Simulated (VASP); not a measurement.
# WS2 (P6_3/mmc) in VASP: single point with r2SCAN+rVV10

Aim: the single point of WS2 with r2SCAN+rVV10.

Everything below comes from runs of VASP 6.6.1. Logs are shortened: lines on timing, memory, paths and dates and some standing lists are left out, and cuts for length are marked.

### Step 1. The structure

It takes space group P6_3/mmc (No. 194, hexagonal). Conventional cell: a = 3.170 Å, b = 3.170 Å, c = 12.491 Å, α = 90.00°, β = 90.00°, γ = 120.00°. Around S (site symmetry 3m) lie 3 W at 2.41 Å. W (site symmetry -6m2) is surrounded by 6 S at 2.41 Å.

The cell was built by a generator and needn't be a form met in nature.

### Step 2. Single point, r2SCAN+rVV10

Input file POSCAR:

```
WS2
1.0
    3.1699482950      0.0000000000      0.0000000000
   -1.5849741475      2.7452557521      0.0000000000
    0.0000000000      0.0000000000     12.4910999048
S W
4 2
Direct
    0.3333333333      0.6666666667      0.1248898279
    0.3333333333      0.6666666667      0.3751101721
    0.6666666667      0.3333333333      0.6248898279
    0.6666666667      0.3333333333      0.8751101721
    0.6666666667      0.3333333333      0.2500000000
    0.3333333333      0.6666666667      0.7500000000
```

Input file INCAR.step1:

```
ALGO = Normal
EDIFF = 1E-4
ENCUT = 520
GGA = PE
ISMEAR = 0
LASPH = T
LCHARG = F
LREAL = F
LWAVE = T
NBANDS = 35
NELM = 100
PREC = Accurate
SIGMA = 0.01
```

Input file INCAR.step2:

```
ALGO = Normal
BPARAM = 11.95
CPARAM = 0.0093
EDIFF = 1E-6
ENCUT = 520
ISIF = 2
ISMEAR = 0
ISTART = 1
IVDW_NL = 2
LASPH = T
LCHARG = F
LMIXTAU = T
LREAL = F
LUSE_VDW = T
LWAVE = F
METAGGA = R2SCAN
NBANDS = 35
NELM = 100
PREC = Accurate
SIGMA = 0.01
```

Input file KPOINTS:

```
k-points
0
Gamma
  12 12 4
```

Potentials or basis: VASP PAW PBE potentials, release 64 (S, W_sv).

Started as:

```sh
cat potpaw_PBE.64/S/POTCAR potpaw_PBE.64/W_sv/POTCAR > POTCAR
cp INCAR.step1 INCAR
mpirun -np 1 vasp_std > vasp.out
cp INCAR.step2 INCAR
mpirun -np 1 vasp_std > vasp.out
```

OUTCAR:

```text
BPARAM = 11.95
   EDIFF = 1E-6
   ENCUT = 520
   ISIF = 2
   ISMEAR = 0
   ISTART = 1
   IVDW_NL = 2
   LASPH = T
   LREAL = F
   METAGGA = R2SCAN
   NELM = 100
   PREC = Accurate

 ion  position               nearest neighbor table
   1  0.333  0.667  0.125-   5 2.41   5 2.41   5 2.41
   2  0.333  0.667  0.375-   5 2.41   5 2.41   5 2.41
   3  0.667  0.333  0.625-   6 2.41   6 2.41   6 2.41
   4  0.667  0.333  0.875-   6 2.41   6 2.41   6 2.41
   5  0.667  0.333  0.250-   1 2.41   2 2.41   1 2.41   2 2.41   1 2.41   2 2.41
   6  0.333  0.667  0.750-   3 2.41   4 2.41   3 2.41   4 2.41   3 2.41   4 2.41

  LATTYP: Found a hexagonal cell.
 ALAT       =     3.1699482950
 C/A-ratio  =     3.9404743366

  Lattice vectors:

 A1 = (   3.1699482950,   0.0000000000,   0.0000000000)
 A2 = (  -1.5849741475,   2.7452557521,   0.0000000000)
 A3 = (   0.0000000000,   0.0000000000,  12.4910999048)

Analysis of symmetry for initial positions (statically):
=====================================================================
 Subroutine PRICEL returns:
 Original cell was already a primitive cell.

 Routine SETGRP: Setting up the symmetry group for a
 hexagonal supercell.

 Subroutine GETGRP returns: Found 24 space group operations
 (whereof 12 operations were pure point group operations)
 out of a pool of 24 trial point group operations.

The static configuration has the point symmetry D_3d.
 The point group associated with its full space group is D_6h.

Analysis of symmetry for dynamics (positions and initial velocities):
=====================================================================
 Subroutine PRICEL returns:
 Original cell was already a primitive cell.

 Routine SETGRP: Setting up the symmetry group for a
 hexagonal supercell.

 Subroutine GETGRP returns: Found 24 space group operations
 (whereof 12 operations were pure point group operations)
 out of a pool of 24 trial point group operations.

The dynamic configuration has the point symmetry D_3d.
 The point group associated with its full space group is D_6h.

 Subroutine INISYM returns: Found 24 space group operations
 (whereof 12 operations are pure point group operations),
 and found     1 'primitive' translations

----------------------------------------------------------------------------------------

                                     Primitive cell

  volume of cell :     108.7015

[... 95 lines left out ...]
   NELM   =    100;   NELMIN=  2; NELMDL=  0     # of ELM steps
   EDIFF  = 0.1E-05   stopping-criterion for ELM
   LREAL  =      F    real-space projection
   EDIFFG = 0.1E-04   stopping-criterion for IOM
   NSW    =      0    number of steps for IOM
   IBRION =     -1    ionic relax: 0-MD 1-quasi-New 2-CG
   NFREE  =      0    steps in history (QN), initial steepest desc. (CG)
   ISIF   =      2    stress and relaxation
   ISYM   =      2    0-nonsym 1-usesym 2-fastsym
   POTIM  = 0.5000    time-step for ionic-motion
   TEBEG  =    0.0;   TEEND  =   0.0 temperature during run
   PSTRESS=    0.0 pullay stress
   NELECT =      52.0000    total number of electrons
   NUPDOWN=      -1.0000    fix difference up-down
   EMIN   =  10.00;   EMAX   =-10.00  energy-range for DOS
   EFERMI =   0.00;   METHOD = LEGACY
   ISMEAR =     0;   SIGMA  =   0.01  broadening in eV -4-tet -1-fermi 0-gaus
   EFERMI_NEDOS =   21; number of points for ismear=-14 and -15
   IALGO  =     38    algorithm
   IMIX   =      4    mixing-type and parameters
     AMIX     =   0.40;   BMIX     =  1.00
     AMIX_MAG =   1.60;   BMIX_MAG =  1.00
  volume/ion in A,a.u.               =      18.12       122.26
  Fermi-wavevector in a.u.,A,eV,Ry     =   1.280356  2.419522 22.304185  1.639311
  Thomas-Fermi vector in A             =   2.412789
   LORBIT       =      0    0 simple, 1 ext, 2 COOP (PROOUT), +10 PAW based schemes
   METAGGA = R2SCAN    functional components
   LHFCALC =     F    Hartree Fock is set to
   AEXX    =    0.0000 exact exchange contribution
   IVDW_NL    =     2    kernel type
   BPARAM     =11.9500
   IVDW    =     0    specifies the selected vdW correction
   LEPSILON=     F    determine dielectric tensor
   LRPA    =     F    only Hartree local field effects (RPA)
 non-spin polarized calculation
 Gauss-broadening in eV      SIGMA  =   0.01
  energy-cutoff  :      520.00
  volume of cell :      108.70
 maximum number of plane-waves:      2947
 NGX is ok and might be reduce to    24
   NGX = 11   NGY = 11   NGZ = 47

 number of electron      52.0000003 magnetization

 Free energy of the ion-electron system (eV)
  ---------------------------------------------------
  ext. energy  EPLUGINS =         0.00000000
  ---------------------------------------------------
  free energy    TOTEN  =      -139.19043942 eV

  energy without entropy =     -139.19043942  energy(sigma->0) =     -139.19043942

 E-fermi :   7.3172     XC(G=0): -11.5766

 val. band max:        7.0610373556   @ k =   0.0000   0.0000   0.0000
 cond. band min:       8.2061195592   @ k =   0.1667   0.1667   0.0000
 fundamental gap:      1.1450822037
 Fermi energy:         7.3171570454

 k-point     1 :       0.0000    0.0000    0.0000
  band No.  band energies     occupation
      1     -69.5282      2.00000
      2     -69.5282      2.00000
      3     -33.1277      2.00000
      4     -33.1276      2.00000
      5     -32.9593      2.00000
      6     -32.9593      2.00000
[... 901 lines left out ...]
     34      11.2704      0.00000
     35      13.2914      0.00000

 [... further k-points ...]
[... 5 lines left out ...]
  --------------------------------------------------------------------------------------
  -------------------------------------------------------------------------------------
  Total        0.3133768      0.3133768      0.2111907      0.0000000     -0.0000000      0.0000000
  in kB        4.6189347      4.6189347      3.1127893      0.0000000     -0.0000000      0.0000000
  external PRESSURE =       4.1168862 kB  Pullay stress =       0.0000000 kB

 VOLUME and BASIS-vectors are now :
 -----------------------------------------------------------------------------
  energy-cutoff  :      520.00
  volume of cell :      108.70
      direct lattice vectors                 reciprocal lattice vectors
     3.169948295  0.000000000  0.000000000     0.315462559  0.182132393  0.000000000
    -1.584974148  2.745255752  0.000000000     0.000000000  0.364264786  0.000000000
     0.000000000  0.000000000 12.491099905     0.000000000  0.000000000  0.080057001

 POSITION                                       TOTAL-FORCE (eV/Angst)
 -----------------------------------------------------------------------------------
     -0.00000      1.83017      1.56001         0.000000      0.000000     -0.041163
     -0.00000      1.83017      4.68554        -0.000000     -0.000000      0.041163
      1.58497      0.91509      7.80556        -0.000000      0.000000     -0.041163
      1.58497      0.91509     10.93109         0.000000      0.000000      0.041163
      1.58497      0.91509      3.12277         0.000000      0.000000      0.000000
     -0.00000      1.83017      9.36832        -0.000000     -0.000000      0.000000
 -----------------------------------------------------------------------------------
    total drift:                               -0.000000      0.000000     -0.000000

  FREE ENERGIE OF THE ION-ELECTRON SYSTEM (eV)
  ---------------------------------------------------
  free  energy   TOTEN  =      -139.1904394151 eV

  energy  without entropy=     -139.1904394151  energy(sigma->0) =     -139.19043942
```

It took 7.3 min on 1 thread of AMD EPYC 9R45 (Zen 5), shared host; peak memory 0.52 GiB.

What came out:

```yaml
Free_energy: -139.1904 eV
Pressure: 0.4 GPa
Largest_force: 0.041 eV/Å
Band_gap_on_the_k_mesh: 1.15 eV, indirect (least direct gap 1.90 eV)
```

Forces on the atoms (eV/Å):
```
S    0.000  0.000 -0.041
S    0.000  0.000  0.041
S    0.000  0.000 -0.041
S    0.000  0.000  0.041
W    0.000  0.000  0.000
W    0.000  0.000  0.000
```

Levels at points of the mesh, in eV from the valence-band top:
```csv
k point,band 22,band 23,band 24,band 25,band 26,band 27,band 28,band 29,band 30,band 31
"(0.00, 0.00, 0.00)",-2.38,-2.38,-1.72,-1.16,0.00,2.44,2.44,2.45,2.45,2.51
"(0.50, 0.00, 0.00)",-2.90,-2.15,-1.98,-1.77,-1.60,2.39,2.43,2.72,2.96,3.43
"(0.00, 0.00, 0.50)",-2.40,-2.40,-2.40,-0.33,-0.33,2.43,2.43,2.43,2.43,2.60
"(0.50, 0.00, 0.50)",-3.00,-2.06,-2.06,-1.67,-1.67,2.40,2.40,2.86,2.86,3.73
```

Caveat: the PAW data sets were made with another functional, which shifts forces and pressure a little; spin-orbit coupling is left out, which moves the levels of the heavy elements. r2SCAN opens gaps a little over a GGA but as a rule still falls short of measured ones.
